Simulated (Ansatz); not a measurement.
LiCl, one cell by several methods

```yaml
crystal:
  lattice:
    - [0.00000, 2.80015, 2.67510]
    - [2.80015, 0.00000, 2.67510]
    - [2.80015, 2.80015, 0.00000]
  atoms:
    - { symbol: Li, position: [0.00000, 0.00000, 0.00000] }
    - { symbol: Cl, position: [0.25000, 0.25000, 0.25000] }
```

Atom numbers follow the list: Li1, Cl2.

The structure comes from a relaxation in the same program, started in the zincblende type. Whether it is a known phase or the ground state wasn't checked. The listed cell was then made from it by scaling, straining or moving an atom.

All numbers are computed: DFT, PBE, PAW with Ansatz's default frozen-core files, scalar-relativistic (Ansatz 0.2.0); DFT, PBE, all-electron PAW with datasets made for the crystal, scalar-relativistic (Ansatz 0.2.0); DFT, PBE, all-electron LAPW, scalar-relativistic (Ansatz 0.2.0).

For PAW: a Γ-centred 11×11×11 k mesh, Fermi–Dirac smearing of 0.05 eV, cutoff 420 eV, no spin polarisation. The crystal-made all-electron datasets (AE datasets) take a cutoff of 200 eV at this cell. LAPW targets a basis error of 0.5 meV/atom. The Ansatz runs share mesh, smearing and spin set-up. Plane-wave (PAW) pressures include the program's estimate of the Pulay term.

Stress and pressure are positive in compression.

The change that made this cell: z strained by -3 % at fixed volume.

```csv
quantity,PAW,AE datasets,LAPW
pressure (GPa),-0.02,-0.01,-0.01
stress xx (GPa),-0.14,-0.14,-0.14
stress zz (GPa),0.24,0.25,0.25
band gap (eV),5.902,5.900,5.900
field gradient Vzz at Cl2 (10²¹ V/m²),-0.41,-0.40,–
```
